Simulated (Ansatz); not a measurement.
# KBr: further runs on the relaxed cell

The task here is to estimate one member of a computed series from the others.

Method: DFT r2SCAN, scalar-relativistic, plane waves, PAW, in Ansatz 0.2.0.

1 further run of the same task is left out (set aside as unsound or not needed).

**The structure to begin with**

The structure is cubic, space group Fm-3m (No. 225). The conventional cell has a = 6.604 Å, b = 6.604 Å, c = 6.604 Å, α = 90.00°, β = 90.00°, γ = 90.00°. K (site symmetry m-3m) has 6 Br at 3.30 Å in its first shell of neighbours. Br (site symmetry m-3m) is surrounded by 6 K at 3.30 Å.

Coordinates:

```xyz
2
Lattice="0.0000 3.3022 3.3022 3.3022 0.0000 3.3022 3.3022 3.3022 0.0000" Properties=species:S:1:pos:R:3 pbc="T T T"
K     0.0000    0.0000    0.0000
Br    3.3022    3.3022    3.3022
```

It is the result of an earlier relaxation at this level (volume 36.01 Å³/atom; gap on the mesh: 5.07 eV).

Set-up of the first run:

input.yaml reads:

```yaml
crystal:
  lattice:
    - [0.0, 3.3022256258, 3.3022256258]
    - [3.3022256258, 0.0, 3.3022256258]
    - [3.3022256258, 3.3022256258, 0.0]
  atoms:
    - { symbol: K, position: [0.0, 0.0, 0.0] }
    - { symbol: Br, position: [0.5, 0.5, 0.5] }
basis:
  ecutwfc: 500
kpoints:
  mp_grid: { grid: [6, 6, 6] }
  band_path:
    path:
      - [[0.0, 0.0, 0.0], [0.5, 0.0, 0.5], [0.625, 0.25, 0.625]]
      - [[0.375, 0.375, 0.75], [0.0, 0.0, 0.0], [0.5, 0.5, 0.5], [0.5, 0.25, 0.75], [0.5, 0.0, 0.5]]
    npoints: 14
hamiltonian:
  xc: r2scan
scf:
  occupations: { method: gaussian, width: 0.02 }
  n_extra_bands: 6
output:
  forces: true
  stress: true
  eigenvalues: true
  populations: true
  dos: { projected: true, de: 0.02, nscf_kmesh: { grid: [9, 9, 9] } }
  bader: true
  write_density: true
  write_potential: true
  elf: true
  volumetric_format: npy
```

Run with:

```console
ansatz run input.yaml --threads 1 --pin off --max-ram 2560MiB --backend cpu --events-out ev --progress --plain --runs-dir out
```

Steps of the session up to this table: Bands, states and charges; Band edges anywhere in the zone; Eigenvalues a small step from each edge; The cell as listed, for comparison; Dielectric function, independent particles; Volume × 0.97; The cell scaled to 1.03 of its volume; Point at V/V0 = 0.94; The cell scaled to 1.06 of its volume; Volume × 0.91; Point at V/V0 = 1.10; Point at V/V0 = 0.88.

One of the session's tables, all rows but one given; the rest of the session is left out.

It belongs to the step «Energy against volume». 

| volume (Å³/atom) | energy above the lowest point (meV/atom) | pressure (GPa) | gap on the mesh (eV) |
| --- | --- | --- | --- |
| 31.689 | 34.4 | 2.85 | 5.47 |
| 32.769 | 18.3 | 1.95 | 5.36 |
| 33.849 | 7.8 | 1.19 | 5.26 |
| 34.929 | 2.0 | 0.56 | 5.16 |
| 36.010 | 0.0 | 0.03 | 5.07 |
| 37.090 | 1.3 | -0.41 | 4.99 |
| 38.170 | ? | ? | ? |
| 39.611 | 14.2 | -1.18 | 4.82 |

Estimate the missing values for volume (Å³/atom) = 38.170.

Worked estimate for «energy above the lowest point (meV/atom)». A straight line through the neighbours (37.090, 1.3) and (39.611, 14.2) gives 1.3 + (14.2 − 1.3) × (38.170 − 37.090) / (39.611 − 37.090) = 6.8; a parabola fitted to 3 rows on both sides gives 5.1.

The run gave: energy above the lowest point (meV/atom): 5.3; pressure (GPa): -0.78; gap on the mesh (eV): 4.91. In «energy above the lowest point (meV/atom)» the line misses by +1.5 and the parabola by -0.2.
